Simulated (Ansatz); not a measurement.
# PbI2: stiffness from strained cells

How stiff is the crystal, and how unevenly? Runs: cell and atoms relaxed (PAW); reference run (PAW); ions clamped (PAW); cell relaxed at 5 GPa (PAW); at 5 GPa (PAW).

Method: DFT PBEsol, frozen-core PAW, scalar-relativistic unless said, in Ansatz 0.2.0.

## (1) The system as given

It takes space group P-3m1 (No. 164, trigonal). Conventional cell: a = 4.555 Å, b = 4.555 Å, c = 6.977 Å, α = 90.00°, β = 90.00°, γ = 120.00°. Around Pb (site symmetry -3m) lie 6 I at 3.21 Å. I (site symmetry 3m) has 3 Pb at 3.21 Å in its first shell of neighbours.

Structure file:

```cif
data_structure
_symmetry_space_group_name_H-M 'P 1'
_symmetry_Int_Tables_number 1
_cell_length_a 4.5550
_cell_length_b 4.5550
_cell_length_c 6.9770
_cell_angle_alpha 90.000
_cell_angle_beta 90.000
_cell_angle_gamma 120.000
_cell_volume 125.36
loop_
_atom_site_label
_atom_site_type_symbol
_atom_site_fract_x
_atom_site_fract_y
_atom_site_fract_z
_atom_site_occupancy
Pb1 Pb 0.00000 0.00000 0.00000 1
I1 I 0.33333 0.66667 0.26500 1
I2 I 0.66667 0.33333 0.73500 1
```

Cartesian axes are those of the input's lattice vectors. The structure goes back to a database entry.

## (2) Cell and atoms relaxed, PAW

The input, input.yaml:

```yaml
crystal:
  lattice:
    - [4.55499999998, 0.0, 0.0]
    - [-2.27749999999, 3.94474571422, 0.0]
    - [0.0, 0.0, 6.977]
  atoms:
    - { symbol: Pb, position: [0.0, 0.0, 0.0] }
    - { symbol: I, position: [0.333333333333, 0.666666666667, 0.265] }
    - { symbol: I, position: [0.666666666667, 0.333333333333, 0.735] }
kpoints:
  mp_grid: { grid: [10, 10, 6] }
scf:
  occupations: { method: fermi_dirac, width: 0.1 }
hamiltonian:
  xc: pbesol
  pseudopotentials: { kind: paw }
relax:
  f_tol: 0.002
  max_steps: 80
  cell: {}
output:
  forces: true
  stress: true
```

Launch:

```
ansatz run input.yaml --threads 2 --pin off --max-ram 5120MiB --backend cpu --events-out ev --progress --plain --runs-dir out
```

## (3) Reference run, PAW

The input, input.yaml:

```yaml
crystal:
  lattice:
    - [4.54519466077, 0.0, 0.0]
    - [-2.27259733038, 3.93625404137, 0.0]
    - [0.0, 0.0, 7.06529107666]
  atoms:
    - { symbol: Pb, position: [0.0, 0.0, 0.0] }
    - { symbol: I, position: [0.333333333333, 0.666666666667, 0.263247549211] }
    - { symbol: I, position: [0.666666666667, 0.333333333333, 0.736752450789] }
kpoints:
  mp_grid: { grid: [6, 6, 4] }
scf:
  occupations: { method: fixed }
hamiltonian:
  xc: pbesol
  pseudopotentials: { kind: paw }
elastic:
  mode: relaxed_ion
  stencil: two_point
  amplitude: 0.008
```

## (4) Ions clamped, PAW

Edit input.yaml of step 3 so:

```diff
@@ -17,3 +17,3 @@
 elastic:
-  mode: relaxed_ion
+  mode: clamped_ion
   stencil: two_point
```

## (5) Cell relaxed at 5 GPa, PAW

Edit input.yaml of step 4 so:

```diff
@@ -16,5 +16,8 @@
   pseudopotentials: { kind: paw }
-elastic:
-  mode: clamped_ion
-  stencil: two_point
-  amplitude: 0.008
+relax:
+  f_tol: 0.002
+  max_steps: 80
+  cell: { p_target: 5 }
+output:
+  forces: true
+  stress: true
```

## (7) At 5 GPa, PAW

The input, input.yaml:

```yaml
crystal:
  lattice:
    - [4.22689915181, 0.0, 0.0]
    - [-2.1134495759, 3.66060204471, 0.0]
    - [0.0, 0.0, 6.61095073941]
  atoms:
    - { symbol: Pb, position: [0.0, 0.0, 0.0] }
    - { symbol: I, position: [0.333333333333, 0.666666666667, 0.294577163766] }
    - { symbol: I, position: [0.666666666667, 0.333333333333, 0.705422836234] }
kpoints:
  mp_grid: { grid: [6, 6, 4] }
scf:
  occupations: { method: fixed }
hamiltonian:
  xc: pbesol
  pseudopotentials: { kind: paw }
elastic:
  mode: relaxed_ion
  stencil: two_point
  amplitude: 0.008
```

(Steps that only read results are left out.)

Q: Predict the outcome of this session. Wanted: C11; C12; C13; C14; C33; C44; bulk, shear and Young's modulus; Debye temperature from sound speeds; universal anisotropy index.

As calculated:

| quantity | value |
| --- | --- |
| C11 (PAW) | 24 GPa |
| C12 (PAW) | 7 GPa |
| C13 (PAW) | 5 GPa |
| C14 (PAW) | -2 GPa |
| C33 (PAW) | 10 GPa |
| C44 (PAW) | 4 GPa |
| bulk, shear and Young's modulus | 9, 5, 13 GPa |
| Debye temperature from sound speeds | 84 K |
| universal anisotropy index | 1.71 |

What this shows: All eigenvalues are positive, so the crystal is mechanically stable; by PAW K = 9 and G = 5 GPa, K/G = 1.75, on the ductile side of Pugh's rough line at 1.75, which was drawn for metals. Young's modulus runs from 8 to 21 GPa with direction. Letting the ions relax lowers C33 most, from 35 to 10 GPa. At 5 GPa K rises to 41 GPa. Cautions: frozen-core PAW files fitted under PBE, their cores solved anew for the functional of the run; no spin-orbit coupling on heavy atoms; no dispersion correction, so the spacing and stiffness between layers or molecules are uncertain.
